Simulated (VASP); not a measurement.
Runs of VASP 6.6.1 on WS2. It takes space group Fm-3m (No. 225, cubic). Conventional cell: a = 5.862 Å, b = 5.862 Å, c = 5.862 Å, α = 90.00°, β = 90.00°, γ = 90.00°. W (site symmetry m-3m) is surrounded by 8 S at 2.54 Å. S (site symmetry -43m) is surrounded by 4 W at 2.54 Å. The cell was built by a generator and needn't be a form met in nature.

```csv
level,potentials or basis,k mesh,smearing,exchange at q = 0,grid for exact exchange (PRECFOCK),screening parameter,mesh quality,gap on the mesh (eV),pressure (GPa)
HSE06,"VASP PAW PBE potentials, release 64 (W_sv, S)",4 × 4 × 4,fermi-dirac 0.02 eV,truncated,Normal,0.2079 1/A,coarse,none,-4.4
LDA,"VASP PAW LDA potentials, release 64 (W_sv, S)",6 × 6 × 6,fermi-dirac 0.02 eV,-,-,-,not flagged,none,(a)
PBE,"VASP PAW PBE potentials, release 64 (W_sv, S)",6 × 6 × 6,fermi-dirac 0.02 eV,-,-,-,not flagged,none,0.8
PBE,"VASP PAW PBE potentials, release 64 (W_sv, S)",6 × 6 × 6,gaussian 0.001 eV,-,-,-,not flagged,none,0.8
```

Alike in all rows: task single point; no spin polarisation; cell as given; cutoff (eV) 520.

**Question.** Fill in the values left out.

**Answer.** (a) -7.2.

Caveats: some runs use coarse meshes; the PAW data sets were made with another functional, which shifts forces and pressure a little (some runs).

A k mesh can miss the band edges, and the runs leave out spin-orbit coupling on W.

A gap of «none» marks a metal or a gap under the smearing width.
